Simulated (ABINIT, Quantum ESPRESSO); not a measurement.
**Cost and result for the electronic dielectric constant of NaI**

Symmetry: Fm-3m, No. 225, cubic system. Conventional cell: a = 6.473 Å, b = 6.473 Å, c = 6.473 Å, α = 90.00°, β = 90.00°, γ = 90.00°. I (site symmetry m-3m) is surrounded by 6 Na at 3.24 Å. Na (site symmetry m-3m) has 6 I at 3.24 Å as nearest neighbours.

```tsv
rung	level	program and potentials	cutoff (eV)	k mesh	smearing	task	core time	chip	electronic dielectric constant	miss	notes
LDA	LDA	Quantum ESPRESSO, GBRV 1.5 LDA	612	6 × 6 × 6, shifted	fixed	dielectric tensor	2.6 min	Intel Xeon Platinum 8488C Sapphire Rapids	(a)	?	-
GGA	WC	Quantum ESPRESSO, GBRV 1.5 PBE	612	6 × 6 × 6, shifted	fixed	dielectric tensor	2.9 min	Intel Xeon Platinum 8488C Sapphire Rapids	3.42	+13.6 %	potentials made for PBE
GGA	PBEsol	Quantum ESPRESSO, GBRV 1.5 PBEsol	612	6 × 6 × 6, shifted	fixed	dielectric tensor	2.9 min	Intel Xeon Platinum 8488C Sapphire Rapids	3.42	+13.6 %	-
GGA	PBE	Quantum ESPRESSO, GBRV 1.5 PBE	612	6 × 6 × 6, shifted	fixed	dielectric tensor	3 min	Intel Xeon Platinum 8488C Sapphire Rapids	3.38	+12.3 %	-
LDA	LDA	Quantum ESPRESSO, JTH 2.0 LDA	707	4 × 4 × 4, shifted	fixed	phonons	3.2 min	Arm Neoverse V1	3.66	+21.6 %	cell relaxed first (30.30 Å³/atom)
LDA	LDA	Quantum ESPRESSO, PseudoDojo 0.4.1 SR LDA standard	1197	4 × 4 × 4, shifted	fixed	phonons	5.2 min	AMD EPYC 7R32 Zen 2	3.64	+20.9 %	cell relaxed first (30.70 Å³/atom)
GGA	AM05	Quantum ESPRESSO, PseudoDojo 0.4.1 SR PBE standard	1197	4 × 4 × 4, shifted	fixed	phonons	6.7 min	AMD EPYC 7R32 Zen 2	3.36	+11.6 %	potentials made for PBE; cell relaxed first (34.54 Å³/atom)
GGA	PBE	Quantum ESPRESSO, PseudoDojo 0.4.1 SR PBE standard	1197	6 × 6 × 6, shifted	fixed	dielectric tensor	7.1 min	Arm Neoverse V1	3.38	+12.3 %	-
GGA	PBE	ABINIT, PseudoDojo NC SR PBE v0.4.1 standard	1088	4 × 4 × 4, 4 shifts	fixed	dielectric tensor	7.4 min	Arm Neoverse V2	3.38	+12.3 %	-
GGA	PBE	ABINIT, Ansatz NC PBE	1088	4 × 4 × 4, 4 shifts	fixed	dielectric tensor	14 min	Arm Neoverse V1	3.38	+12.3 %	-
```

Times are single runs on shared hosts and different chips, so they are rough; meshes, cutoffs and the tasks' sizes weigh on the time. All rows: no spin polarisation. Smearing widths are in eV. The cell comes from a database and isn't always the measured one. Meshes differ between rows, which moves values too. All levels ran on this one cell, unrelaxed unless noted. Meshes are those of the run's cell of 2 atoms unless a note names another. Misses use the values as printed. Runs on faulty files, with rough fits or with known faults for this quantity aren't shown. No row holds spin-orbit coupling.

Measured: 3.01 (a printed reference work). The runs are for a static lattice.

Problem. Estimate the value left out from the other rows.

Solution. (a) 3.46, miss +15.0 %.
